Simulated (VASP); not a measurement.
Input of a VASP 6.6.1 run:

Contents of run.py:

```python
from ase.calculators.vasp import Vasp
from ase.dft.dos import DOS
from ase.io import read

atoms = read('Ti.cif', primitive_cell=True, subtrans_included=False)
calc = Vasp(
    directory='calc',
    xc='pbesol',
    pp='PBE',
    setups='recommended',
    prec='Accurate',
    encut=520,
    ediff=1e-06,
    ismear=1,
    sigma=0.1,
    lreal=False,
    lasph=True,
    nelm=100,
    algo='Normal',
    isif=2,
    lwave=False,
    lcharg=False,
    lmaxmix=4,
    ivdw=12,
    lorbit=11,
    kpts=[10, 10, 6],
    gamma=True,
)
atoms.calc = calc

print('energy (eV):', atoms.get_potential_energy())
print('free energy (eV):', atoms.get_potential_energy(force_consistent=True))
print('forces (eV/A):')
print(atoms.get_forces())
print('stress (eV/A^3, Voigt):', atoms.get_stress())
print('Fermi level (eV):', calc.get_fermi_level())
dos = DOS(calc, width=0.2, window=(-10, 10), npts=301)
print('E - E_F (eV), DOS (1/eV)')
for e, g in zip(dos.get_energies(), dos.get_dos()):
    print(f'{e:8.3f} {g:10.4f}')
```

Ti.cif

```cif
data_Ti
_cell_length_a 2.95000000
_cell_length_b 2.95000000
_cell_length_c 4.68000000
_cell_angle_alpha 90.00000000
_cell_angle_beta 90.00000000
_cell_angle_gamma 120.00000000
_space_group_name_H-M_alt 'P6_3/mmc'
_space_group_name_Hall '-P 6c 2c'
_space_group_IT_number 194
loop_
_space_group_symop_operation_xyz
'x,y,z'
'-x,-y,-z'
'x-y,x,z+1/2'
'-x+y,-x,-z+1/2'
'-y,x-y,z'
'y,-x+y,-z'
'-x,-y,z+1/2'
'x,y,-z+1/2'
'-x+y,-x,z'
'x-y,x,-z'
'y,-x+y,z+1/2'
'-y,x-y,-z+1/2'
'-y,-x,-z+1/2'
'y,x,z+1/2'
'-x,-x+y,-z'
'x,x-y,z'
'-x+y,y,-z+1/2'
'x-y,-y,z+1/2'
'y,x,-z'
'-y,-x,z'
'x,x-y,-z+1/2'
'-x,-x+y,z+1/2'
'x-y,-y,-z'
'-x+y,y,z'
loop_
_atom_site_label
_atom_site_type_symbol
_atom_site_symmetry_multiplicity
_atom_site_Wyckoff_symbol
_atom_site_fract_x
_atom_site_fract_y
_atom_site_fract_z
_atom_site_occupancy
Ti1 Ti 2 c 0.6666666667 0.3333333333 0.7500000000 1
```

Potentials or basis: VASP PAW PBE potentials, release 64 (Ti_sv).

Command:

```console
$ python run.py
```

What does it give for the dispersion energy per atom?

-0.591 eV.

Estimate the pressure.

-11.3 GPa.

Stress tensor (GPa, compression positive):
```
-11.18   0.00   0.00
  0.00 -11.18   0.00
  0.00   0.00 -11.64
```

Caveat: the PAW data sets were made with another functional, which shifts forces and pressure a little; pairwise dispersion overbinds metals, which lowers pressure and volume.
